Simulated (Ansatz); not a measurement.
# SiO2: the cost of one run

Method: DFT PBE, scalar-relativistic, plane waves, PAW, in Ansatz 0.2.0.

## Step 1: The system as given

It takes space group P4_32_12 (No. 96, tetragonal). The conventional cell has a = 4.933 Å, b = 4.933 Å, c = 6.465 Å, α = 90.00°, β = 90.00°, γ = 90.00°. Si (site symmetry 2) is surrounded by 4 O at 1.62 Å. O (site symmetry 1) has 2 Si at 1.62 Å in its first shell of neighbours.

As a file:

```xyz
48
Lattice="-4.9329 4.9329 6.4645 4.9329 -4.9329 6.4645 4.9329 4.9329 -6.4645" Properties=species:S:1:pos:R:3 pbc="T T T"
Si   -0.8992    4.0337    3.2323
Si    4.0337   -0.8992    3.2323
Si    4.0337    4.0337   -3.2323
Si    4.0337    4.0337    3.2323
Si   -1.5672    1.5672    8.0806
Si    3.3657   -3.3657    8.0806
Si    3.3657    1.5672    1.6161
Si    3.3657    1.5672    8.0806
Si    0.8992    0.8992    0.0000
Si    0.8992    0.8992    6.4645
Si    0.8992    5.8321    0.0000
Si    5.8321    0.8992    0.0000
Si   -3.3657    3.3657    4.8484
Si    1.5672   -1.5672    4.8484
Si    1.5672    3.3657   -1.6161
Si    1.5672    3.3657    4.8484
O     1.3237    1.7984   -1.2804
O     1.3237    1.7984    5.1841
O     1.3237    6.7313   -1.2804
O     6.2566    1.7984   -1.2804
O     0.6681    3.7901    3.5680
O     5.6010   -1.1428    3.5680
O     5.6010    3.7901   -2.8965
O     5.6010    3.7901    3.5680
O    -1.3237    3.1345    1.9518
O    -1.3237    3.1345    8.4163
O    -1.3237    8.0674    1.9518
O     3.6092    3.1345    1.9518
O    -0.6681    1.1428    6.8002
O     4.2648   -3.7901    6.8002
O     4.2648    1.1428    0.3357
O     4.2648    1.1428    6.8002
O    -1.1428    5.6010    2.8965
O     3.7901    0.6681    2.8965
O     3.7901    5.6010   -3.5680
O     3.7901    5.6010    2.8965
O    -1.7984    3.6092    4.5127
O     3.1345   -1.3237    4.5127
O     3.1345    3.6092   -1.9518
O     3.1345    3.6092    4.5127
O    -3.7901    4.2648    6.1288
O     1.1428   -0.6681    6.1288
O     1.1428    4.2648   -0.3357
O     1.1428    4.2648    6.1288
O     1.7984    1.3237    1.2804
O     1.7984    1.3237    7.7449
O     1.7984    6.2566    1.2804
O     6.7313    1.3237    1.2804
```

The runs take a perfect supercell of 48 atoms; the defect goes to fractional position (0.083, 0.035, 0.317).

## Step 2: The perfect supercell

File input.yaml:

```yaml
crystal:
  lattice:
    - [-4.9329, 4.9329, 6.4645]
    - [4.9329, -4.9329, 6.4645]
    - [4.9329, 4.9329, -6.4645]
  atoms:
    - { symbol: Si, position: [0.658853, 0.158852, 0.317705] }
    - { symbol: Si, position: [0.158852, 0.658853, 0.317705] }
    - { symbol: Si, position: [0.158852, 0.158852, 0.817705] }
    - { symbol: Si, position: [0.658853, 0.658853, 0.817705] }
    - { symbol: Si, position: [0.783853, 0.466148, 0.0] }
    - { symbol: Si, position: [0.283852, 0.966147, 0.0] }
    - { symbol: Si, position: [0.283852, 0.466148, 0.5] }
    - { symbol: Si, position: [0.783853, 0.966147, 0.5] }
    - { symbol: Si, position: [0.091148, 0.091148, 0.182295] }
    - { symbol: Si, position: [0.591148, 0.591148, 0.182295] }
    - { symbol: Si, position: [0.591148, 0.091148, 0.682295] }
    - { symbol: Si, position: [0.091148, 0.591148, 0.682295] }
    - { symbol: Si, position: [0.716147, 0.033853, 0.0] }
    - { symbol: Si, position: [0.216148, 0.533853, 0.0] }
    - { symbol: Si, position: [0.216148, 0.033853, 0.5] }
    - { symbol: Si, position: [0.716147, 0.533853, 0.5] }
    - { symbol: O, position: [0.08325, 0.035135, 0.316455] }
    - { symbol: O, position: [0.58325, 0.535135, 0.316455] }
    - { symbol: O, position: [0.58325, 0.035135, 0.816455] }
    - { symbol: O, position: [0.08325, 0.535135, 0.816455] }
    - { symbol: O, position: [0.660135, 0.34368, 0.451885] }
    - { symbol: O, position: [0.160135, 0.84368, 0.451885] }
    - { symbol: O, position: [0.160135, 0.34368, 0.951885] }
    - { symbol: O, position: [0.660135, 0.84368, 0.951885] }
    - { symbol: O, position: [0.46868, 0.016795, 0.183545] }
    - { symbol: O, position: [0.96868, 0.516795, 0.183545] }
    - { symbol: O, position: [0.96868, 0.016795, 0.683545] }
    - { symbol: O, position: [0.46868, 0.516795, 0.683545] }
    - { symbol: O, position: [0.641795, 0.45825, 0.048115] }
    - { symbol: O, position: [0.141795, 0.95825, 0.048115] }
    - { symbol: O, position: [0.141795, 0.45825, 0.548115] }
    - { symbol: O, position: [0.641795, 0.95825, 0.548115] }
    - { symbol: O, position: [0.79175, 0.108205, 0.451885] }
    - { symbol: O, position: [0.29175, 0.608205, 0.451885] }
    - { symbol: O, position: [0.29175, 0.108205, 0.951885] }
    - { symbol: O, position: [0.79175, 0.608205, 0.951885] }
    - { symbol: O, position: [0.714865, 0.16675, 0.183545] }
    - { symbol: O, position: [0.214865, 0.66675, 0.183545] }
    - { symbol: O, position: [0.214865, 0.16675, 0.683545] }
    - { symbol: O, position: [0.714865, 0.66675, 0.683545] }
    - { symbol: O, position: [0.90632, 0.089865, 0.048115] }
    - { symbol: O, position: [0.40632, 0.589865, 0.048115] }
    - { symbol: O, position: [0.40632, 0.089865, 0.548115] }
    - { symbol: O, position: [0.90632, 0.589865, 0.548115] }
    - { symbol: O, position: [0.233205, 0.28132, 0.316455] }
    - { symbol: O, position: [0.733205, 0.78132, 0.316455] }
    - { symbol: O, position: [0.733205, 0.28132, 0.816455] }
    - { symbol: O, position: [0.233205, 0.78132, 0.816455] }
basis:
  ecutwfc: 420
  fft_grid_basis: typed
kpoints:
  mp_grid: { grid: [2, 2, 2] }
hamiltonian:
  xc: pbe
  pseudopotentials: { kind: paw }
scf:
  occupations: { method: gaussian, width: 0.05 }
output:
  forces: true
  stress: false
  eigenvalues: true
  bader: false
  write_density: true
  volumetric_format: npy
```

Run with:

```
> ansatz run input.yaml --threads 4 --pin off --max-ram 10240MiB --backend cpu --events-out ev --progress --plain --runs-dir out
```

Q: Estimate wall time and peak memory on 4 threads of Arm Neoverse N1, shared host.

About 12 s, with a peak of 2.2 GiB.
